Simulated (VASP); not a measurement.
# GaN: convergence, self-consistent run

GaN, F-43m (no. 216), 2 atoms in the cell. R2SCAN, spin-orbit coupling; PAW potentials Ga_d, N (PBE set). VASP 6.6.1.

Wanted: energy within 0.2 meV/atom; levels at the zone centre within 0.003 eV.

What the run is for: comparing ways to start; Accuracy asked: tight.

Levels at the zone centre: counted from the valence top at that point.

POSCAR:
```
GaN
1.0
    0.0000000000      2.2535006075      2.2535006075
    2.2535006075      0.0000000000      2.2535006075
    2.2535006075      2.2535006075      0.0000000000
Ga N
1 1
Direct
    0.0000000000      0.0000000000      0.0000000000
    0.2500000000      0.2500000000      0.2500000000
```

## How the run starts (with a second run first, the time holds both)

| How the run starts (with a second run first, the time holds both) | Energy less reference (meV/atom) | Levels at the zone centre, largest deviation (eV) | Time (s) |
|---|---|---|---|
| from scratch: 20 SCF iterations | 0.00 | 0.0000 | 848 |
| density without spin-orbit coupling (CHGCAR): 19 + 8 SCF iterations | 0.00 | 0.0003 | 511 |

Chosen: density without spin-orbit coupling (CHGCAR): 19 + 8 SCF iterations, the fastest of those that stay within half of the tolerance.

## All choices together

| Input | Energy less reference (meV/atom) | Levels at the zone centre, largest deviation (eV) | Time (s) |
|---|---|---|---|
| chosen settings | 0.00 | 0.0003 | 511 |
| reference settings throughout | 0.00 | 0.0000 | 848 |

The tolerance is met.

Values of the reference run: Levels at the zone centre: 0, 0, 0, 0, 2.117, 2.117 eV from the valence top at Gamma.

## The input

INCAR.step1:
```
SYSTEM = GaN
METAGGA = R2SCAN ; ISMEAR = 0
SIGMA = 0.03 ; LWAVE = .True.
LCHARG = .True. ; PREC = Accurate
LASPH = .True. ; LREAL = .False.
ALGO = Normal ; EDIFF = 1E-6
NELM = 120 ; GGA_COMPAT = .False.
ENCUT = 580 ; EFERMI = MIDGAP
LMIXTAU = .True.
```

INCAR.step2, as INCAR.step1 but for:
```
- LWAVE = .True.
- LCHARG = .True.
- NELM = 120
+ LSORBIT = .True.
+ MAGMOM = 0 0 0 0 0 0
+ LORBIT = 11
+ LWAVE = .False.
+ LCHARG = .False.
+ ISIF = 2
+ NELM = 200
+ ISTART = 0
+ ICHARG = 1
```

KPOINTS:
```
k-points
0
Gamma
  9 9 9
```

Commands (each step's output is kept before the next begins):
```
cat potpaw_PBE.64/Ga_d/POTCAR potpaw_PBE.64/N/POTCAR > POTCAR
cp INCAR.step1 INCAR
mpirun -np 1 vasp_std > vasp.out
cp INCAR.step2 INCAR
mpirun -np 1 vasp_ncl > vasp.out
```

The chosen input took VASP 6.6.1 511 s on 1 core (Intel Xeon Platinum 8259CL @ 2.50GHz (Skylake/Cascade Lake)), a shared host.
